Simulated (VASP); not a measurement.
# Ga3P2 (R-3c) in VASP: a series of runs

The runs below take Ga3P2 through single point, relaxation of cell and atoms, with PBE.

Program: VASP 6.6.1. These are calculated values, not measurements. Logs are shortened: lines on timing, memory, paths and dates and some standing lists are left out, and cuts for length are marked.

### 1 Starting point

It takes space group R-3c (No. 167, trigonal). The conventional cell has a = 6.470 Å, b = 6.470 Å, c = 16.896 Å, α = 90.00°, β = 90.00°, γ = 120.00°. Ga (site symmetry 2) is surrounded by 4 P at 2.51 to 2.63 Å. Around P (site symmetry 3) lie 6 Ga at 2.51 to 2.63 Å.

The cell was built by a generator and needn't be a form met in nature.

### 2 Single point, PBE

Contents of INCAR:

```
ALGO = Fast ; EDIFF = 1E-6
ENCUT = 520 ; GGA = PE
ISIF = 2 ; ISMEAR = 0
LASPH = True ; LCHARG = False
LREAL = False ; LWAVE = False
NBANDS = 60 ; NELM = 100
PREC = Accurate ; SIGMA = 0.1
```

Contents of KPOINTS:

```
k-points
0
Gamma
  6 6 6
```

Contents of POSCAR:

```
Ga3P2
1.0
    3.2348213142      1.8676249565      5.6319979553
   -3.2348213142      1.8676249565      5.6319979553
    0.0000000000     -3.7352499130      5.6319979553
Ga P
6 4
Direct
    0.5358262995      0.9641737005      0.2500000000
    0.2500000000      0.5358262995      0.9641737005
    0.9641737005      0.2500000000      0.5358262995
    0.4641737005      0.0358262995      0.7500000000
    0.7500000000      0.4641737005      0.0358262995
    0.0358262995      0.7500000000      0.4641737005
    0.3608742835      0.3608742835      0.3608742835
    0.1391257165      0.1391257165      0.1391257165
    0.6391257165      0.6391257165      0.6391257165
    0.8608742835      0.8608742835      0.8608742835
```

Potentials or basis: VASP PAW PBE potentials, release 64 (Ga_d, P).

Command:

```
$ cat potpaw_PBE.64/Ga_d/POTCAR potpaw_PBE.64/P/POTCAR > POTCAR
$ mpirun -np 1 vasp_std > vasp.out
```

OUTCAR:

```text
EDIFF = 1E-6
   ENCUT = 520
   GGA = PE
   ISIF = 2
   ISMEAR = 0
   LASPH = True
   LREAL = False
   NELM = 100
   PREC = Accurate

 ion  position               nearest neighbor table
   1  0.536  0.964  0.250-   9 2.51  10 2.51   7 2.63   8 2.63
   2  0.250  0.536  0.964-   9 2.51  10 2.51   7 2.63   8 2.63
   3  0.964  0.250  0.536-  10 2.51   9 2.51   7 2.63   8 2.63
   4  0.464  0.036  0.750-   7 2.51   8 2.51   9 2.63  10 2.63
   5  0.750  0.464  0.036-   7 2.51   8 2.51   9 2.63  10 2.63
   6  0.036  0.750  0.464-   8 2.51   7 2.51   9 2.63  10 2.63
   7  0.361  0.361  0.361-   5 2.51   4 2.51   6 2.51   3 2.63   2 2.63   1 2.63
   8  0.139  0.139  0.139-   6 2.51   4 2.51   5 2.51   3 2.63   2 2.63   1 2.63
   9  0.639  0.639  0.639-   2 2.51   1 2.51   3 2.51   5 2.63   6 2.63   4 2.63
  10  0.861  0.861  0.861-   3 2.51   1 2.51   2 2.51   5 2.63   6 2.63   4 2.63

  LATTYP: Found a trigonal (rhomboedric) cell.
 ALAT       =     6.7580687242
 COS(alpha) =     0.5417680363

  Lattice vectors:

 A1 = (   3.2348213142,   1.8676249565,   5.6319979553)
 A2 = (  -3.2348213142,   1.8676249565,   5.6319979553)
 A3 = (   0.0000000000,  -3.7352499130,   5.6319979553)

Analysis of symmetry for initial positions (statically):
=====================================================================
 Subroutine PRICEL returns:
 Original cell was already a primitive cell.

 Routine SETGRP: Setting up the symmetry group for a
 trigonal (rhombohedral) supercell.

 Subroutine GETGRP returns: Found 12 space group operations
 (whereof  6 operations were pure point group operations)
 out of a pool of 12 trial point group operations.

The static configuration has the point symmetry S_6 .
 The point group associated with its full space group is D_3d.

Analysis of symmetry for dynamics (positions and initial velocities):
=====================================================================
 Subroutine PRICEL returns:
 Original cell was already a primitive cell.

 Routine SETGRP: Setting up the symmetry group for a
 trigonal (rhombohedral) supercell.

 Subroutine GETGRP returns: Found 12 space group operations
 (whereof  6 operations were pure point group operations)
 out of a pool of 12 trial point group operations.

The dynamic configuration has the point symmetry S_6 .
 The point group associated with its full space group is D_3d.

 Subroutine INISYM returns: Found 12 space group operations
 (whereof  6 operations are pure point group operations),
 and found     1 'primitive' translations

----------------------------------------------------------------------------------------

[... 122 lines left out ...]
   EFERMI =   0.00;   METHOD = LEGACY
   ISMEAR =     0;   SIGMA  =   0.10  broadening in eV -4-tet -1-fermi 0-gaus
   EFERMI_NEDOS =   21; number of points for ismear=-14 and -15
   IALGO  =     68    algorithm
   IMIX   =      4    mixing-type and parameters
     AMIX     =   0.40;   BMIX     =  1.00
     AMIX_MAG =   1.60;   BMIX_MAG =  1.00
  volume/ion in A,a.u.               =      20.42       137.77
  Fermi-wavevector in a.u.,A,eV,Ry     =   1.281835  2.422318 22.355763  1.643102
  Thomas-Fermi vector in A             =   2.414182
   LORBIT       =      0    0 simple, 1 ext, 2 COOP (PROOUT), +10 PAW based schemes
   GGA     = PE    functional components
   LHFCALC =     F    Hartree Fock is set to
   AEXX    =    0.0000 exact exchange contribution
   IVDW    =     0    specifies the selected vdW correction
   LEPSILON=     F    determine dielectric tensor
   LRPA    =     F    only Hartree local field effects (RPA)
 non-spin polarized calculation
 RMM-DIIS sequential band-by-band and
 Gauss-broadening in eV      SIGMA  =   0.10
  energy-cutoff  :      520.00
  volume of cell :      204.15
 maximum number of plane-waves:      5512
   NGX = 25   NGY = 25   NGZ = 25

 number of electron      98.0000015 magnetization

 Free energy of the ion-electron system (eV)
  ---------------------------------------------------
  ext. energy  EPLUGINS =         0.00000000
  ---------------------------------------------------
  free energy    TOTEN  =       -38.90674272 eV

  energy without entropy =      -38.88826278  energy(sigma->0) =      -38.89750275

 E-fermi :   5.3579     XC(G=0): -10.0617

 val. band max:        5.3375346327   @ k =  -0.3333   0.3333   0.1667
 cond. band min:       5.4026109480   @ k =  -0.1667   0.3333   0.1667
 fundamental gap:      0.0650763153
 Fermi energy:         5.3579022609

 k-point     1 :       0.0000    0.0000    0.0000
  band No.  band energies     occupation
      1      -9.9189      2.00000
      2      -9.8223      2.00000
      3      -9.7794      2.00000
      4      -9.7776      2.00000
      5      -9.7747      2.00000
      6      -9.7747      2.00000
[... 1501 lines left out ...]
     59       9.1049      0.00000
     60       9.3615      0.00000

 [... further k-points ...]

------------------------ aborting loop because EDIFF is reached ----------------------------------------

  FORCE on cell =-STRESS in cart. coord.  units (eV):
  Direction    XX          YY          ZZ          XY          YZ          ZX
  --------------------------------------------------------------------------------------
  -------------------------------------------------------------------------------------
  Total        0.3072254      0.3072254      0.2814489     -0.0000000      0.0000000     -0.0000000
  in kB        2.4110935      2.4110935      2.2088002     -0.0000000      0.0000000     -0.0000000
  external PRESSURE =       2.3436624 kB  Pullay stress =       0.0000000 kB

 VOLUME and BASIS-vectors are now :
 -----------------------------------------------------------------------------
  energy-cutoff  :      520.00
  volume of cell :      204.15
      direct lattice vectors                 reciprocal lattice vectors
     3.234821314  1.867624957  5.631997955     0.154568043  0.089239901  0.059185628
    -3.234821314  1.867624957  5.631997955    -0.154568043  0.089239901  0.059185628
     0.000000000 -3.735249913  5.631997955     0.000000000 -0.178479802  0.059185628

 POSITION                                       TOTAL-FORCE (eV/Angst)
 -----------------------------------------------------------------------------------
     -1.38563      1.86762      9.85600         0.001248      0.000000     -0.000000
     -0.92460     -2.13380      9.85600        -0.000624      0.001081     -0.000000
      2.31022      0.26618      9.85600        -0.000624     -0.001081     -0.000000
      1.38563     -1.86762      7.04000        -0.001248      0.000000     -0.000000
      0.92460      2.13380      7.04000         0.000624     -0.001081     -0.000000
     -2.31022     -0.26618      7.04000         0.000624      0.001081     -0.000000
      0.00000      0.00000      6.09733         0.000000      0.000000      0.004139
      0.00000      0.00000      2.35067         0.000000      0.000000     -0.004139
      0.00000      0.00000     10.79866         0.000000     -0.000000     -0.004139
      0.00000      0.00000     14.54533         0.000000     -0.000000      0.004139
 -----------------------------------------------------------------------------------
    total drift:                                0.000000     -0.000000     -0.000000

  FREE ENERGIE OF THE ION-ELECTRON SYSTEM (eV)
  ---------------------------------------------------
  free  energy   TOTEN  =       -38.9067427227 eV

  energy  without entropy=      -38.8882627828  energy(sigma->0) =      -38.89750275
```

OSZICAR:

```text
N       E                     dE             d eps       ncg     rms          rms(c)
DAV:   1     0.945837843076E+03    0.94584E+03   -0.43982E+04  4116   0.258E+03
[... 11 lines left out ...]
RMM:  13    -0.389069592830E+02   -0.31525E-04   -0.22120E-04  6370   0.646E-02    0.187E-01
RMM:  14    -0.389069510453E+02    0.82377E-05   -0.37699E-05  5405   0.265E-02    0.174E-01
RMM:  15    -0.389068584090E+02    0.92636E-04   -0.57957E-05  5233   0.381E-02    0.122E-01
RMM:  16    -0.389068229635E+02    0.35446E-04   -0.25086E-05  4956   0.207E-02    0.106E-01
RMM:  17    -0.389067872816E+02    0.35682E-04   -0.30110E-05  5337   0.263E-02    0.863E-02
RMM:  18    -0.389067455301E+02    0.41751E-04   -0.90557E-05  5640   0.431E-02    0.320E-02
RMM:  19    -0.389067425633E+02    0.29669E-05   -0.18906E-05  4996   0.170E-02    0.207E-02
RMM:  20    -0.389067427227E+02   -0.15946E-06   -0.36718E-06  3832   0.112E-02
   1 F= -.38906743E+02 E0= -.38897503E+02  d E =-.184799E-01
```

It took 8.1 min on 1 thread of AMD EPYC 9R45 (Zen 5), shared host; peak memory 0.48 GiB.

What came out:

| Quantity | Value |
| --- | --- |
| Free energy | -38.9067 eV |
| Pressure | 0.2 GPa |
| Largest force | 0.004 eV/Å |
| Band gap on the k mesh | none (metal or under the smearing width) |

Forces in eV/Å, atoms in the order of the input:
```
Ga   0.001  0.000  0.000
Ga  -0.001  0.001  0.000
Ga  -0.001 -0.001  0.000
Ga  -0.001  0.000  0.000
Ga   0.001 -0.001  0.000
Ga   0.001  0.001  0.000
P    0.000  0.000  0.004
P    0.000  0.000 -0.004
P    0.000  0.000 -0.004
P    0.000  0.000  0.004
```

Levels at points of the mesh, in eV from the Fermi level:
| k point | band 46 | band 47 | band 48 | band 49 | band 50 | band 51 | band 52 | band 53 |
| --- | --- | --- | --- | --- | --- | --- | --- | --- |
| (0.00, 0.00, 0.00) | -1.71 | -1.62 | -1.49 | -1.49 | 2.14 | 2.14 | 2.80 | 2.80 |
| (0.50, 0.00, 0.00) | -2.45 | -0.40 | -0.40 | -0.16 | -0.16 | 0.74 | 0.74 | 1.64 |
| (0.50, 0.50, 0.00) | -2.77 | -2.34 | -1.24 | -0.62 | 0.21 | 0.31 | 1.85 | 2.03 |
| (0.50, 0.50, 0.50) | -2.73 | -0.30 | -0.30 | -0.30 | -0.30 | 0.91 | 0.91 | 1.89 |

### 3 Single point, PBE

This run uses another cell than the first one, of 20.22 Å³/atom, 0.991 times its volume.

Contents of INCAR:

```
SYSTEM = Ga3P2
  ALGO = Normal
  EDIFF = 1E-6
  ENCUT = 520
  GGA = PE
  ISIF = 2
  ISMEAR = 0
  LASPH = .True.
  LCHARG = .False.
  LREAL = .False.
  LWAVE = .False.
  NBANDS = 60
  NELM = 100
  PREC = Accurate
  SIGMA = 0.1
```

Contents of KPOINTS:

```
k-points
0
Gamma
  3 3 3
  0 0 0
```

Contents of POSCAR:

```
Ga3P2
1.0
    3.2403521725      1.8708181991      5.5602637762
   -3.2403521725      1.8708181991      5.5602637762
    0.0000000000     -3.7416363982      5.5602637761
Ga P
6 4
Direct
    0.0345899786      0.4654100214      0.7500000000
    0.7500000000      0.0345899786      0.4654100214
    0.4654100214      0.7500000000      0.0345899786
    0.9654100214      0.5345899786      0.2500000000
    0.2500000000      0.9654100214      0.5345899786
    0.5345899786      0.2500000000      0.9654100214
    0.8612828212      0.8612828212      0.8612828212
    0.6387171788      0.6387171788      0.6387171788
    0.1387171788      0.1387171788      0.1387171788
    0.3612828212      0.3612828212      0.3612828212
```

Potentials or basis: VASP PAW PBE potentials, release 64 (Ga_d, P).

Command:

```
$ cat potpaw_PBE.64/Ga_d/POTCAR potpaw_PBE.64/P/POTCAR > POTCAR
$ mpirun -np 1 vasp_std > vasp.out
```

Run time: 48 s. Hardware: 1 thread of Intel Xeon 6975P-C (Granite Rapids), shared host; peak memory 0.35 GiB.

Results (log left out):

```yaml
Free_energy: -38.9621 eV
Pressure: 0.2 GPa
Largest_force: 0.020 eV/Å
Band_gap_on_the_k_mesh: none (metal or under the smearing width)
```

Forces on the atoms (eV/Å):
```
Ga  -0.004  0.000  0.000
Ga   0.002 -0.003  0.000
Ga   0.002  0.003  0.000
Ga   0.004  0.000  0.000
Ga  -0.002  0.003  0.000
Ga  -0.002 -0.003  0.000
P    0.000  0.000 -0.020
P    0.000  0.000  0.020
P    0.000  0.000  0.020
P    0.000  0.000 -0.020
```

Stress tensor (GPa, compression positive):
```
0.23 0.00 0.00
0.00 0.23 0.00
0.00 0.00 0.05
```

Levels at points of the mesh, in eV from the Fermi level:
```tsv
k point	band 46	band 47	band 48	band 49	band 50	band 51	band 52	band 53
(0.00, 0.00, 0.00)	-1.76	-1.69	-1.60	-1.60	2.12	2.12	2.66	2.66
```

Caveat: the k mesh is coarse (spacing up to 0.39 Å⁻¹), so the values aren't converged.

### 4 Relaxation of cell and atoms, PBE

This run uses another cell than the first one, of 17.75 Å³/atom, 0.870 times its volume.

Contents of INCAR:

```
PREC = Accurate
ENCUT = 600
EDIFF = 1E-7
ISMEAR = 0
SIGMA = 0.1
LREAL = False
LASPH = True
NELM = 100
ALGO = Normal
ISIF = 3
LWAVE = False
LCHARG = False
GGA = PE
IBRION = 2
NSW = 90
EDIFFG = -0.04
```

Contents of KPOINTS:

```
regular mesh
0
Gamma
  3 3 3
```

Contents of POSCAR:

```
Ga3P2
1.0
    3.0421989962      1.7564144094      5.5372590220
   -3.0421989962      1.7564144094      5.5372590220
    0.0000000000     -3.5128288189      5.5372590220
Ga P
6 4
Direct
    0.0562500000      0.4437500000      0.7500000000
    0.7500000000      0.0562500000      0.4437500000
    0.4437500000      0.7500000000      0.0562500000
    0.9437500000      0.5562500000      0.2500000000
    0.2500000000      0.9437500000      0.5562500000
    0.5562500000      0.2500000000      0.9437500000
    0.8521800000      0.8521800000      0.8521800000
    0.6478200000      0.6478200000      0.6478200000
    0.1478200000      0.1478200000      0.1478200000
    0.3521800000      0.3521800000      0.3521800000
```

Command:

```
$ cat potpaw_PBE.64/Ga_d/POTCAR potpaw_PBE.64/P/POTCAR > POTCAR
$ mpirun -np 1 vasp_std > vasp.out
```

It took 8.4 min on 1 thread of Intel Xeon 6975P-C (Granite Rapids), shared host; peak memory 0.45 GiB.

The run converged. Its results:

- Free energy: -38.9576 eV
- Relaxed volume: 20.28 Å³/atom
- Relaxed cell: a = 6.713 Å, b = 6.713 Å, c = 6.713 Å, α = 57.74°, β = 57.74°, γ = 57.74°
- Space group after relaxing (to 0.05 Å): R-3c (No. 167)
- Energy gained by relaxing: 97.5 meV/atom
- Ionic steps: 11
- Pressure after relaxing: 0.0 GPa
- Largest force after relaxing: 0.009 eV/Å
- Band gap on the k mesh: none (metal or under the smearing width)

Forces on the atoms (eV/Å):
```
Ga   0.009  0.000  0.000
Ga  -0.005  0.008  0.000
Ga  -0.005 -0.008  0.000
Ga  -0.009  0.000  0.000
Ga   0.005 -0.008  0.000
Ga   0.005  0.008  0.000
P    0.000  0.000  0.008
P    0.000  0.000 -0.008
P    0.000  0.000 -0.008
P    0.000  0.000  0.008
```

Stress tensor (GPa, compression positive):
```
 0.02  0.00  0.00
 0.00  0.02  0.00
 0.00  0.00 -0.08
```

The path:
| step | energy change (eV) | largest force (eV/Å) | pressure (GPa) | volume (Å³) |
| --- | --- | --- | --- | --- |
| 1 | 0.0000 | 0.2574 | 10.78 | 177.53 |
| 2 | -0.7955 | 0.2174 | -1.34 | 210.01 |
| 3 | -0.8155 | 0.2293 | -0.11 | 204.72 |
| 4 | -0.8154 | 0.2280 | -0.24 | 205.29 |
| 5 | -0.8387 | 0.2001 | -0.26 | 205.19 |
| 6 | -0.8922 | 0.2472 | -0.23 | 204.84 |
| 7 | -0.9097 | 0.4382 | 0.01 | 204.02 |
| 8 | -0.9179 | 0.3676 | -0.10 | 204.34 |
| 9 | -0.9397 | 0.2884 | -0.09 | 204.01 |
| 10 | -0.9735 | 0.0560 | -0.02 | 203.02 |
| 11 | -0.9746 | 0.0094 | -0.01 | 202.81 |

Final structure:
```xyz
10
Lattice="3.2413 1.8714 5.5726 -3.2413 1.8714 5.5726 0.0000 -3.7427 5.5726" Properties=species:S:1:pos:R:3 pbc="T T T"
Ga   -1.3969   -1.8714    6.9658
Ga    2.3191   -0.2740    6.9658
Ga   -0.9222    2.1454    6.9658
Ga    1.3969    1.8714    9.7521
Ga   -2.3191    0.2740    9.7521
Ga    0.9222   -2.1454    9.7521
P     0.0000    0.0000   14.3918
P     0.0000    0.0000   10.6849
P     0.0000    0.0000    2.3260
P     0.0000    0.0000    6.0329
```

Levels at points of the mesh, in eV from the Fermi level:
| k point | band 45 | band 46 | band 47 | band 48 | band 49 | band 50 | band 51 | band 52 | band 53 | band 54 |
| --- | --- | --- | --- | --- | --- | --- | --- | --- | --- | --- |
| (0.00, 0.00, 0.00) | -3.20 | -1.77 | -1.70 | -1.58 | -1.58 | 2.10 | 2.10 | 2.67 | 2.67 | 3.09 |

Caveat: the k mesh is coarse (spacing up to 0.42 Å⁻¹), so the values aren't converged.

### 5 Summary

```csv
task,cell,k mesh,cutoff (eV),mesh quality,gap on the mesh (eV),pressure (GPa),largest force (eV/Å)
single point,"R-3c, 20.42 Å³/atom",6 × 6 × 6,520,not flagged,none,0.2,-
single point,"R-3c, 20.22 Å³/atom",3 × 3 × 3,520,coarse,none,0.2,0.02
relaxation of cell and atoms,relaxed,3 × 3 × 3,600,coarse,none,0.0,0.01
```

Alike in all rows: level PBE; potentials or basis VASP PAW PBE potentials, release 64 (Ga_d, P); no spin polarisation; smearing gaussian 0.1 eV.

Caveats: some runs use coarse meshes.

Total energies depend on the potentials used, so only differences within one code and one set of settings carry meaning.
